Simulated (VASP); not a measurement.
# InSe (P6_3/mmc) in VASP: further runs, part 2 of 3

VASP 6.6.1.

**3. Band structure, PBEsol**

INCAR reads:

```
PREC     = Accurate       # precision mode
ENCUT    = 400            # plane-wave cutoff, eV
EDIFF    = 1E-6           # SCF threshold, eV
ISMEAR   = 0              # smearing method
SIGMA    = 0.02           # smearing width, eV
LREAL    = False          # projectors in reciprocal space
LASPH    = True           # aspherical terms in the spheres
NELM     = 100            # most SCF steps
ALGO     = Normal         # electronic algorithm
ISIF     = 2              # what is computed and relaxed
LWAVE    = False          # write WAVECAR
LCHARG   = False          # write CHGCAR
GGA      = PS             # functional
```

KPOINTS reads:

```
regular mesh
0
Gamma
  12 12 2
```

POSCAR reads:

```
InSe
1.0
    4.0500000000      0.0000000000      0.0000000000
   -2.0250000000      3.5074028853      0.0000000000
    0.0000000000      0.0000000000     16.9300000000
In Se
4 4
Direct
    0.3333333333      0.6666666667      0.1570000000
    0.6666666667      0.3333333333      0.6570000000
    0.3333333333      0.6666666667      0.3430000000
    0.6666666667      0.3333333333      0.8430000000
    0.3333333333      0.6666666667      0.6020000000
    0.6666666667      0.3333333333      0.1020000000
    0.3333333333      0.6666666667      0.8980000000
    0.6666666667      0.3333333333      0.3980000000
```

KPOINTS_OPT reads:

```
path GMKGALHA,LM,KH
15
line-mode
reciprocal
 0.0000000000  0.0000000000  0.0000000000  G
 0.5000000000  0.0000000000  0.0000000000  M

 0.5000000000  0.0000000000  0.0000000000  M
 0.3333333333  0.3333333333  0.0000000000  K

 0.3333333333  0.3333333333  0.0000000000  K
 0.0000000000  0.0000000000  0.0000000000  G

 0.0000000000  0.0000000000  0.0000000000  G
 0.0000000000  0.0000000000  0.5000000000  A

 0.0000000000  0.0000000000  0.5000000000  A
 0.5000000000  0.0000000000  0.5000000000  L

 0.5000000000  0.0000000000  0.5000000000  L
 0.3333333333  0.3333333333  0.5000000000  H

 0.3333333333  0.3333333333  0.5000000000  H
 0.0000000000  0.0000000000  0.5000000000  A

 0.5000000000  0.0000000000  0.5000000000  L
 0.5000000000  0.0000000000  0.0000000000  M

 0.3333333333  0.3333333333  0.0000000000  K
 0.3333333333  0.3333333333  0.5000000000  H
```

Potentials or basis: VASP PAW PBE potentials, release 64 (In_d, Se).

On the command line:

```bash
$ cat potpaw_PBE.64/In_d/POTCAR potpaw_PBE.64/Se/POTCAR > POTCAR
$ mpirun -np 1 vasp_std > vasp.out
```

OUTCAR:

```text
PREC = Accurate
   ENCUT = 400
   EDIFF = 1E-6
   ISMEAR = 0
   LREAL = False
   LASPH = True
   NELM = 100
   ISIF = 2
   GGA = PS

 ion  position               nearest neighbor table
   1  0.333  0.667  0.157-   6 2.52   6 2.52   6 2.52   3 3.15
   2  0.667  0.333  0.657-   5 2.52   5 2.52   5 2.52   4 3.15
   3  0.333  0.667  0.343-   8 2.52   8 2.52   8 2.52   1 3.15
   4  0.667  0.333  0.843-   7 2.52   7 2.52   7 2.52   2 3.15
   5  0.333  0.667  0.602-   2 2.52   2 2.52   2 2.52
   6  0.667  0.333  0.102-   1 2.52   1 2.52   1 2.52
   7  0.333  0.667  0.898-   4 2.52   4 2.52   4 2.52
   8  0.667  0.333  0.398-   3 2.52   3 2.52   3 2.52

  LATTYP: Found a hexagonal cell.
 ALAT       =     4.0500000000
 C/A-ratio  =     4.1802469136

  Lattice vectors:

 A1 = (   4.0500000000,   0.0000000000,   0.0000000000)
 A2 = (  -2.0250000000,   3.5074028853,   0.0000000000)
 A3 = (   0.0000000000,   0.0000000000,  16.9300000000)

Analysis of symmetry for initial positions (statically):
[... 194 lines left out ...]
 Fermi energy:         4.1741958859

 k-point     1 :       0.0000    0.0000    0.0000
  band No.  band energies     occupation
      1     -11.0949      2.00000
      2     -11.0813      2.00000
      3     -11.0010      2.00000
      4     -10.9805      2.00000
      5     -10.8759      2.00000
      6     -10.8759      2.00000
[... 1141 lines left out ...]
     44       7.5030      0.00000
     45       8.2296      0.00000

 [... further k-points ...]

------------------------ aborting loop because EDIFF is reached ----------------------------------------

  FORCE on cell =-STRESS in cart. coord.  units (eV):
  Direction    XX          YY          ZZ          XY          YZ          ZX
  --------------------------------------------------------------------------------------
  -------------------------------------------------------------------------------------
  Total       11.4186538     11.4186538      0.0815263      0.0000000      0.0000000      0.0000000
  in kB       76.0725287     76.0725287      0.5431384      0.0000000      0.0000000      0.0000000
  external PRESSURE =      50.8960653 kB  Pullay stress =       0.0000000 kB

 VOLUME and BASIS-vectors are now :
 -----------------------------------------------------------------------------
  energy-cutoff  :      400.00
  volume of cell :      240.49
      direct lattice vectors                 reciprocal lattice vectors
     4.050000000  0.000000000  0.000000000     0.246913580  0.142555622  0.000000000
    -2.025000000  3.507402885  0.000000000     0.000000000  0.285111244  0.000000000
     0.000000000  0.000000000 16.930000000     0.000000000  0.000000000  0.059066745

 POSITION                                       TOTAL-FORCE (eV/Angst)
 -----------------------------------------------------------------------------------
     -0.00000      2.33827      2.65801        -0.000000      0.000000      2.763681
      2.02500      1.16913     11.12301        -0.000000     -0.000000      2.763681
     -0.00000      2.33827      5.80699        -0.000000      0.000000     -2.763681
      2.02500      1.16913     14.27199        -0.000000     -0.000000     -2.763681
     -0.00000      2.33827     10.19186        -0.000000     -0.000000     -1.826456
      2.02500      1.16913      1.72686         0.000000     -0.000000     -1.826456
     -0.00000      2.33827     15.20314        -0.000000      0.000000      1.826456
      2.02500      1.16913      6.73814         0.000000     -0.000000      1.826456
 -----------------------------------------------------------------------------------
    total drift:                               -0.000000     -0.000000      0.000000

  FREE ENERGIE OF THE ION-ELECTRON SYSTEM (eV)
  ---------------------------------------------------
  free  energy   TOTEN  =       -29.5043083534 eV

  energy  without entropy=      -29.5041493542  energy(sigma->0) =      -29.50422885
```

It took 16 min on 1 thread of Intel Xeon Platinum 8488C (Sapphire Rapids), shared host; peak memory 0.54 GiB.

What came out:

| Item | Value |
| --- | --- |
| Free energy | -29.5043 eV |
| Pressure | 5.1 GPa |
| Largest force | 2.764 eV/Å |
| Band gap along the path | none (metal or under the smearing width) |

Forces in eV/Å, atoms in the order of the input:
```
In   0.000  0.000  2.764
In   0.000  0.000  2.764
In   0.000  0.000 -2.764
In   0.000  0.000 -2.764
Se   0.000  0.000 -1.826
Se   0.000  0.000 -1.826
Se   0.000  0.000  1.826
Se   0.000  0.000  1.826
```

Levels at the corners of the path, in eV from the Fermi level:
```
point  band 36  band 37  band 38  band 39  band 40  band 41
    Γ    -2.18    -1.43    -0.49    -0.10     0.31     1.12
    M    -2.59    -1.54    -1.03     0.84     0.97     1.25
    M    -2.59    -1.54    -1.03     0.84     0.97     1.25
    K    -2.56    -1.27    -1.27     2.06     2.31     2.31
    K    -2.56    -1.27    -1.27     2.06     2.31     2.31
    Γ    -2.18    -1.43    -0.49    -0.10     0.31     1.12
    Γ    -2.18    -1.43    -0.49    -0.10     0.31     1.12
    A    -2.20    -1.03    -1.03     0.19     0.19     1.30
    A    -2.20    -1.03    -1.03     0.19     0.19     1.30
    L    -2.73    -1.30    -1.30     1.07     1.07     1.13
    L    -2.73    -1.30    -1.30     1.07     1.07     1.13
    H    -2.60    -1.25    -1.25     2.27     2.27     2.27
    H    -2.60    -1.25    -1.25     2.27     2.27     2.27
    A    -2.20    -1.03    -1.03     0.19     0.19     1.30
    L    -2.73    -1.30    -1.30     1.07     1.07     1.13
    M    -2.59    -1.54    -1.03     0.84     0.97     1.25
    K    -2.56    -1.27    -1.27     2.06     2.31     2.31
    H    -2.60    -1.25    -1.25     2.27     2.27     2.27
```

Caveat: the PAW data sets were made with another functional, which shifts forces and pressure a little; spin-orbit coupling is left out, which moves the levels of the heavy elements; this functional lacks dispersion, which binds the layers, so the pressure and a relaxed spacing across them are unreliable.

**4. Optical spectrum, TB-mBJ**

POSCAR is that of step 3.

INCAR.step1 reads:

```
PREC = Accurate
ENCUT = 400
EDIFF = 1E-5
ISMEAR = 0
SIGMA = 0.02
LREAL = F
LASPH = T
NELM = 80
ALGO = Normal
ISIF = 2
LWAVE = T
LCHARG = F
NBANDS = 70
GGA = PE
```

INCAR.step2 reads:

```
PREC = Accurate
ENCUT = 400
EDIFF = 1E-6
ISMEAR = 0
SIGMA = 0.02
LREAL = F
LASPH = T
NELM = 80
ALGO = Normal
ISIF = 2
LWAVE = F
LCHARG = F
METAGGA = MBJ
LOPTICS = T
NBANDS = 70
NEDOS = 2000
CSHIFT = 0.05
ISTART = 1
```

KPOINTS is that of step 3.

Potentials or basis: VASP PAW PBE potentials, release 64 (In_d, Se).

On the command line:

```bash
$ cat potpaw_PBE.64/In_d/POTCAR potpaw_PBE.64/Se/POTCAR > POTCAR
$ cp INCAR.step1 INCAR
$ mpirun -np 1 vasp_std > vasp.out
$ cp INCAR.step2 INCAR
$ mpirun -np 1 vasp_std > vasp.out
```

OUTCAR:

```text
PREC = Accurate
   ENCUT = 400
   EDIFF = 1E-6
   ISMEAR = 0
   LREAL = F
   LASPH = T
   NELM = 80
   ISIF = 2
   METAGGA = MBJ
   ISTART = 1

 ion  position               nearest neighbor table
   1  0.333  0.667  0.157-   6 2.52   6 2.52   6 2.52   3 3.15
   2  0.667  0.333  0.657-   5 2.52   5 2.52   5 2.52   4 3.15
   3  0.333  0.667  0.343-   8 2.52   8 2.52   8 2.52   1 3.15
   4  0.667  0.333  0.843-   7 2.52   7 2.52   7 2.52   2 3.15
[... 1644 lines left out ...]
     1.75280     6.78333     6.78333     5.97347     0.00000     0.00000    -0.00000
[... 92 lines left out ...]
    34.35480     0.78523     0.78523     0.79060    -0.00000     0.00000     0.00000
    34.70536     0.79053     0.79053     0.79592    -0.00000     0.00000     0.00000

  frequency dependent IMAGINARY DIELECTRIC FUNCTION (independent particle, no local field effects) current-current
     E(ev)      X         Y         Z        XY        YZ        ZX
  --------------------------------------------------------------------------------------------------------------
     0.00000    29.41931    29.41931    48.10470    -0.00000    -0.00000    -0.00000
     0.35056     1.48656     1.48656     3.46116    -0.00000    -0.00000    -0.00000
     0.70112     0.76835     0.76835     2.14916    -0.00000    -0.00000    -0.00000
     1.05168     0.54524     0.54524     1.91217    -0.00000    -0.00000    -0.00000
     1.40224     0.46786     0.46786     1.44288    -0.00000    -0.00000    -0.00000
     1.75280     0.51891     0.51891     3.52282    -0.00000    -0.00000    -0.00000
[... 92 lines left out ...]
    34.35480     0.00015     0.00015     0.00017     0.00000     0.00000     0.00000
    34.70536     0.00014     0.00014     0.00015     0.00000     0.00000     0.00000

  frequency dependent      REAL DIELECTRIC FUNCTION (independent particle, no local field effects) current-current
     E(ev)        X           Y           Z          XY          YZ          ZX
  --------------------------------------------------------------------------------------------------------------
     0.00000     6.15434     6.15434     9.35934    -0.00000     0.00000    -0.00000
     0.35056     6.18148     6.18148    10.52064    -0.00000     0.00000    -0.00000
     0.70112     6.26670     6.26670     8.69522    -0.00000     0.00000    -0.00000
     1.05168     6.42410     6.42410     3.73886    -0.00000     0.00000    -0.00000
     1.40224     6.70710     6.70710     8.48984    -0.00000     0.00000    -0.00000
     1.75280     6.77277     6.77277     5.78507     0.00000     0.00000    -0.00000
[... 92 lines left out ...]
    34.35480     0.78523     0.78523     0.79061    -0.00000    -0.00000     0.00000
    34.70536     0.79054     0.79054     0.79593    -0.00000    -0.00000     0.00000
```

OUTCAR.step1:

```text
PREC = Accurate
   ENCUT = 400
   EDIFF = 1E-5
   ISMEAR = 0
   LREAL = F
[... 1523 lines left out ...]
     -0.00000      2.33827     10.19186         0.000000     -0.000000     -2.026028
      2.02500      1.16913      1.72686        -0.000000      0.000000     -2.026028
     -0.00000      2.33827     15.20314         0.000000     -0.000000      2.026028
      2.02500      1.16913      6.73814        -0.000000      0.000000      2.026028
 -----------------------------------------------------------------------------------
    total drift:                               -0.000000     -0.000000      0.000000

  FREE ENERGIE OF THE ION-ELECTRON SYSTEM (eV)
  ---------------------------------------------------
  free  energy   TOTEN  =       -26.5017650846 eV

  energy  without entropy=      -26.5016119963  energy(sigma->0) =      -26.50168854
```

Wall time 28 min (1 thread of AMD EPYC 9R45 (Zen 5), shared host); peak memory 0.85 GiB.

Results:

- Band gap on the k mesh: 0.49 eV, indirect (least direct gap 0.51 eV)

Dielectric function (mean over the directions given):
```
energy (eV)  real part  imaginary part
       0.26       7.46            0.10
       1.23       6.55            0.21
       2.28       8.75            1.24
       3.33       5.61            4.35
       4.38       7.26            3.75
       5.43       3.41           15.11
       6.49       0.44            4.50
       7.45      -1.73            5.64
       8.50      -2.13            3.19
       9.55      -1.23            2.43
      10.60      -1.22            1.90
      11.66      -1.15            1.12
      12.71      -0.76            0.86
      13.67      -0.37            0.50
      14.72      -0.17            0.42
      15.78      -0.13            0.27
      16.83       0.13            0.14
      17.88       0.31            0.21
      18.93       0.47            0.16
      19.98       0.42            0.23
```

Caveat: independent-particle spectra lack excitons; the PAW data sets were made with another functional, which shifts forces and pressure a little; spin-orbit coupling is left out, which moves the levels of the heavy elements.

(Continued in part 3 of 3.)
